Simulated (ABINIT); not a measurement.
Cs:

```
Cs
1.0
     3.01901   -4.33813    0.00000
     3.01901    4.33813    0.00000
    -2.57494    0.00000    4.41389
Cs
1
Direct
  0.00000 0.00000 0.50000
```

This isn't the form of Cs at room conditions, which is bcc.

* Program: ABINIT 10.8.3 (patched build)
* Task: single point
* Functional: PBE
* Potentials or basis: JTH PAW PBE v2.0
* Cutoff: 544 eV
* k mesh: 6 × 6 × 6
* Occupations: fermi-dirac, width 0.05 eV
* Spin: no spin polarisation

On this cell: pressure -0.1 GPa; band gap on the k mesh none (metal or under the smearing width).

The same run follows on a disturbed copy (cell strained at random at fixed volume):

```
CELL_PARAMETERS angstrom
2.98138 -4.27939 0.11490
3.00901 4.29861 -0.01089
-2.47859 -0.07219 4.45791
ATOMIC_POSITIONS crystal
Cs 0.00954 0.00592 0.50813
```

What changes?

The energy (extrapolated to zero smearing) moves by +1.4 meV/atom; pressure -0.1 GPa; band gap on the k mesh none (metal or under the smearing width).

Stress tensor (GPa, compression positive):
```
-0.07  0.00 -0.09
 0.00 -0.06  0.01
-0.09  0.01 -0.12
```
